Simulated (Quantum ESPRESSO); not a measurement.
# TiC (Fm-3m) in Quantum ESPRESSO: a series of runs

One crystal, TiC, is run at these levels: PBEsol; tasks: relaxation of cell and atoms.

All numbers are computed with Quantum ESPRESSO 7.5; they aren't measurements. Logs are shortened: lines on timing, memory, paths and dates and some standing lists are left out, and cuts for length are marked.

### 1 The crystal as given

Symmetry: Fm-3m, No. 225, cubic system. Conventional cell: a = 4.331 Å, b = 4.331 Å, c = 4.331 Å, α = 90.00°, β = 90.00°, γ = 90.00°. Ti (site symmetry m-3m) has 6 C at 2.17 Å as nearest neighbours. Around C (site symmetry m-3m) lie 6 Ti at 2.17 Å.

The cell is a database's computed one.

### 2 Relaxation of cell and atoms, PBEsol, target pressure 20 GPa, at which the enthalpy is minimised

File pw.in:

```
&CONTROL
  calculation = 'vc-relax'
  prefix = 'pwscf'
  outdir = './tmp'
  pseudo_dir = './pseudo'
  tprnfor = .true.
  tstress = .true.
  disk_io = 'low'
  nstep = 40
  forc_conv_thr = 0.0004
  etot_conv_thr = 1d-05
/
&SYSTEM
  ibrav = 0
  nat = 2
  ntyp = 2
  ecutwfc = 52
  ecutrho = 414
  nbnd = 14
  occupations = 'smearing'
  smearing = 'fd'
  degauss = 0.00367493
/
&ELECTRONS
  conv_thr = 4d-10
  electron_maxstep = 120
  mixing_beta = 0.5
/
&IONS
  ion_dynamics = 'bfgs'
/
&CELL
  cell_dynamics = 'bfgs'
  press = 200
  press_conv_thr = 0.3
/
ATOMIC_SPECIES
Ti    47.8670 ti_pbesol_v1.4.uspp.F.UPF
C     12.0110 c_pbesol_v1.2.uspp.F.UPF
CELL_PARAMETERS bohr
   0.0000000000    4.0926154775    4.0926154775
   4.0926154775    0.0000000000    4.0926154775
   4.0926154775    4.0926154775    0.0000000000
ATOMIC_POSITIONS bohr
Ti     0.0000000000    0.0000000000    0.0000000000
C      4.0926154775    4.0926154775    4.0926154775
K_POINTS automatic
11 11 11 0 0 0
```

Potentials or basis: GBRV 1.5 PBEsol.

Launch:

```console
$ OMP_NUM_THREADS=1 mpirun -n 2 pw.x -nk 2 -in pw.in > pw.out
```

pw.out:

```text
This program is part of the open-source Quantum ESPRESSO suite
     for quantum simulation of materials; please cite
[... 6 lines left out ...]
     using ibrav=0 with symmetry is DISCOURAGED, use correct ibrav instead

     K-points division:     npool     =       2
     Subspace diagonalization in iterative solution of the eigenvalue problem:
     a serial algorithm will be used

     G-vector sticks info
     --------------------
     sticks:   dense  smooth     PW     G-vecs:    dense   smooth      PW
     Sum         955     475    151                19579     6879    1243

     Using Slab Decomposition

     bravais-lattice index     =            0
     lattice parameter (alat)  =       5.7878  a.u.
     unit-cell volume          =     137.0985 (a.u.)^3
     number of atoms/cell      =            2
     number of atomic types    =            2
     number of electrons       =        16.00
     number of Kohn-Sham states=           14
     kinetic-energy cutoff     =      52.0000  Ry
     charge density cutoff     =     414.0000  Ry
     scf convergence threshold =      4.0E-10
     mixing beta               =       0.5000
     number of iterations used =            8  plain     mixing
     energy convergence thresh.=      1.0E-05
     force convergence thresh. =      4.0E-04
     press convergence thresh. =      3.0E-01
     Exchange-correlation= SLA  PW   PSX  PSC
                           (   1   4  10   8   0   0   0)
     nstep                     =           40

     celldm(1)=   5.787832  celldm(2)=   0.000000  celldm(3)=   0.000000
     celldm(4)=   0.000000  celldm(5)=   0.000000  celldm(6)=   0.000000

     crystal axes: (cart. coord. in units of alat)
               a(1) = (   0.000000   0.707107   0.707107 )
               a(2) = (   0.707107   0.000000   0.707107 )
               a(3) = (   0.707107   0.707107   0.000000 )

     reciprocal axes: (cart. coord. in units 2 pi/alat)
               b(1) = ( -0.707107  0.707107  0.707107 )
               b(2) = (  0.707107 -0.707107  0.707107 )
               b(3) = (  0.707107  0.707107 -0.707107 )

     PseudoPot. # 1 for Ti read from file:
     ti_pbesol_v1.4.uspp.F.UPF
     Pseudo is Ultrasoft + core correction, Zval = 12.0
     Generated by new atomic code, or converted to UPF format
     Using radial grid of  851 points,  6 beta functions with:
                l(1) =   0
                l(2) =   0
                l(3) =   1
                l(4) =   1
                l(5) =   2
                l(6) =   2
     Q(r) pseudized with  6 coefficients,  rinner =    1.000   1.000   1.000
                                                       1.000   1.000

     PseudoPot. # 2 for C  read from file:
     c_pbesol_v1.2.uspp.F.UPF
     Pseudo is Ultrasoft + core correction, Zval =  4.0
     Generated by new atomic code, or converted to UPF format
     Using radial grid of  721 points,  4 beta functions with:
                l(1) =   0
                l(2) =   0
                l(3) =   1
                l(4) =   1
     Q(r) pseudized with  8 coefficients,  rinner =    1.100   1.100   1.100

[... 2149 lines left out ...]
Ti              -0.0000000000       -0.0000000000       -0.0000000000
C                3.9691760522        3.9691760522        3.9691760522
End final coordinates

     Final scf calculation at the relaxed structure.
     The G-vectors are recalculated for the final unit cell
     Results may differ from those at the preceding step.

     G-vector sticks info
     --------------------
     sticks:   dense  smooth     PW     G-vecs:    dense   smooth      PW
     Sum         913     451    151                17933     6375    1243

     Using Slab Decomposition

     bravais-lattice index     =            0
     lattice parameter (alat)  =       5.7878  a.u.
     unit-cell volume          =     125.0636 (a.u.)^3
     number of atoms/cell      =            2
     number of atomic types    =            2
     number of electrons       =        16.00
     number of Kohn-Sham states=           14
     kinetic-energy cutoff     =      52.0000  Ry
     charge density cutoff     =     414.0000  Ry
     scf convergence threshold =      4.0E-12
     mixing beta               =       0.5000
     number of iterations used =            8  plain     mixing
     press convergence thresh. =      3.0E-01
     Exchange-correlation= SLA  PW   PSX  PSC
                           (   1   4  10   8   0   0   0)

     celldm(1)=   5.787832  celldm(2)=   0.000000  celldm(3)=   0.000000
     celldm(4)=   0.000000  celldm(5)=   0.000000  celldm(6)=   0.000000

     crystal axes: (cart. coord. in units of alat)
               a(1) = (   0.000000   0.685779   0.685779 )
               a(2) = (   0.685779   0.000000   0.685779 )
               a(3) = (   0.685779   0.685779   0.000000 )

     reciprocal axes: (cart. coord. in units 2 pi/alat)
               b(1) = ( -0.729097  0.729097  0.729097 )
               b(2) = (  0.729097 -0.729097  0.729097 )
               b(3) = (  0.729097  0.729097 -0.729097 )

     PseudoPot. # 1 for Ti read from file:
     ti_pbesol_v1.4.uspp.F.UPF
     Pseudo is Ultrasoft + core correction, Zval = 12.0
     Generated by new atomic code, or converted to UPF format
     Using radial grid of  851 points,  6 beta functions with:
                l(1) =   0
                l(2) =   0
                l(3) =   1
                l(4) =   1
                l(5) =   2
                l(6) =   2
     Q(r) pseudized with  6 coefficients,  rinner =    1.000   1.000   1.000
                                                       1.000   1.000

     PseudoPot. # 2 for C  read from file:
     c_pbesol_v1.2.uspp.F.UPF
     Pseudo is Ultrasoft + core correction, Zval =  4.0
     Generated by new atomic code, or converted to UPF format
     Using radial grid of  721 points,  4 beta functions with:
                l(1) =   0
                l(2) =   0
                l(3) =   1
                l(4) =   1
     Q(r) pseudized with  8 coefficients,  rinner =    1.100   1.100   1.100

     atomic species   valence    mass     pseudopotential
     Ti               12.00    47.86700     Ti( 1.00)
     C                 4.00    12.01100     C ( 1.00)

     48 Sym. Ops., with inversion, found

   Cartesian axes

     site n.     atom                  positions (alat units)
         1        Ti     tau(   1) = (  -0.0000000  -0.0000000  -0.0000000  )
         2        C      tau(   2) = (   0.6857794   0.6857794   0.6857794  )

     number of k points=    56  Fermi-Dirac smearing, width (Ry)=  0.0037
                       cart. coord. in units 2pi/alat
        k(    1) = (   0.0000000   0.0000000   0.0000000), wk =   0.0015026
        k(    2) = (   0.0662816   0.0662816  -0.0662816), wk =   0.0120210
        k(    3) = (   0.1325632   0.1325632  -0.1325632), wk =   0.0120210
        k(    4) = (   0.1988448   0.1988448  -0.1988448), wk =   0.0120210
        k(    5) = (   0.2651263   0.2651263  -0.2651263), wk =   0.0120210
        k(    6) = (   0.3314079   0.3314079  -0.3314079), wk =   0.0120210
[... 48 lines left out ...]
        k(   55) = (  -0.0662816  -0.4639711   0.7290975), wk =   0.0360631
        k(   56) = (  -0.0000000  -0.3976895   0.6628159), wk =   0.0360631

     Dense  grid:    17933 G-vectors     FFT dimensions: (  40,  40,  40)

     Smooth grid:     6375 G-vectors     FFT dimensions: (  25,  25,  25)

     Check: negative core charge=   -0.000004

     Initial potential from superposition of free atoms

     starting charge      14.9999, renormalised to      16.0000

     negative rho (up, down):  9.325E-04 0.000E+00
     Starting wfcs are   14 randomized atomic wfcs

     Self-consistent Calculation

     iteration #  1     ecut=    52.00 Ry     beta= 0.50
     Davidson diagonalization with overlap
     ethr =  1.00E-06,  avg # of iterations = 11.4
[... 401 lines left out ...]
     negative rho (up, down):  3.828E-04 0.000E+00
          total   stress  (Ry/bohr**3)                   (kbar)     P=      199.93
   0.00135913  -0.00000000  -0.00000000          199.93       -0.00       -0.00
  -0.00000000   0.00135913  -0.00000000           -0.00      199.93       -0.00
  -0.00000000  -0.00000000   0.00135913           -0.00       -0.00      199.93

=------------------------------------------------------------------------------=
   JOB DONE.
=------------------------------------------------------------------------------=
```

It took 28 s on 2 MPI ranks of Arm Neoverse V2, shared host; peak memory 0.18 GiB.

What came out:

| Quantity | Value |
| --- | --- |
| Free energy | -1778.9426 eV |
| Relaxed volume | 9.27 Å³/atom |
| Relaxed cell | a = 2.970 Å, b = 2.970 Å, c = 2.970 Å, α = 60.00°, β = 60.00°, γ = 60.00° |
| Space group after relaxing (to 0.05 Å) | Fm-3m (No. 225) |
| Energy change on relaxing (the enthalpy is what falls) | +31.5 meV/atom |
| Ionic steps | 5 |
| Pressure after relaxing | 20.0 GPa |
| Band gap on the k mesh | none (metal or under the smearing width) |

Step by step:
```csv
step,energy change (eV),largest force (eV/Å),pressure (GPa),volume (Å³)
1,0.0000,0.0000,-6.68,20.32
2,0.2158,0.0000,37.78,17.68
3,0.0498,0.0000,17.94,18.64
4,0.0622,0.0000,19.87,18.54
5,0.0631,0.0000,20.00,18.53
```

Final structure:
```
Ti C
1.0
     0.00000    2.10040    2.10040
     2.10040    0.00000    2.10040
     2.10040    2.10040    0.00000
Ti C
1 1
Direct
  0.00000 0.00000 0.00000
  0.50000 0.50000 0.50000
```

Levels at points of the mesh, in eV from the Fermi level:
| k point | band 6 | band 7 | band 8 | band 9 | band 10 | band 11 |
| --- | --- | --- | --- | --- | --- | --- |
| (0.00, 0.00, 0.00) | 0.62 | 0.62 | 0.62 | 1.75 | 1.75 | 1.75 |

### 3 Relaxation of cell and atoms, PBEsol, target pressure 30 GPa, at which the enthalpy is minimised

Edit pw.in of step 2 so:

```diff
@@ -33,3 +33,3 @@
   cell_dynamics = 'bfgs'
-  press = 200
+  press = 300
   press_conv_thr = 0.3
```

Potentials or basis: GBRV 1.5 PBEsol.

Launch:

```console
$ OMP_NUM_THREADS=1 mpirun -n 2 pw.x -nk 2 -in pw.in > pw.out
```

It took 27 s on 2 MPI ranks of Arm Neoverse V2, shared host; peak memory 0.18 GiB.

Results (log left out):

| Property | Result |
| --- | --- |
| Free energy | -1778.8641 eV |
| Relaxed volume | 9.01 Å³/atom |
| Relaxed cell | a = 2.943 Å, b = 2.943 Å, c = 2.943 Å, α = 60.00°, β = 60.00°, γ = 60.00° |
| Space group after relaxing (to 0.05 Å) | Fm-3m (No. 225) |
| Energy change on relaxing (the enthalpy is what falls) | +70.8 meV/atom |
| Ionic steps | 5 |
| Pressure after relaxing | 30.0 GPa |
| Band gap on the k mesh | none (metal or under the smearing width) |

The path:
```csv
step,energy change (eV),largest force (eV/Å),pressure (GPa),volume (Å³)
1,0.0000,0.0000,-6.68,20.32
2,0.5015,0.0000,61.97,16.75
3,0.1047,0.0000,25.64,18.24
4,0.1379,0.0000,29.59,18.05
5,0.1416,0.0000,30.01,18.03
```

Final structure:
```xyz
2
Lattice="0.0000 2.0811 2.0811 2.0811 0.0000 2.0811 2.0811 2.0811 0.0000" Properties=species:S:1:pos:R:3 pbc="T T T"
Ti    0.0000    0.0000    0.0000
C     2.0811    2.0811    2.0811
```

Levels at points of the mesh, in eV from the Fermi level:
| k point | band 4 | band 5 | band 6 | band 7 | band 8 | band 9 | band 10 | band 11 | band 12 | band 13 |
| --- | --- | --- | --- | --- | --- | --- | --- | --- | --- | --- |
| (0.00, 0.00, 0.00) | -32.09 | -12.98 | 0.62 | 0.62 | 0.62 | 1.78 | 1.78 | 1.78 | 1.92 | 1.92 |
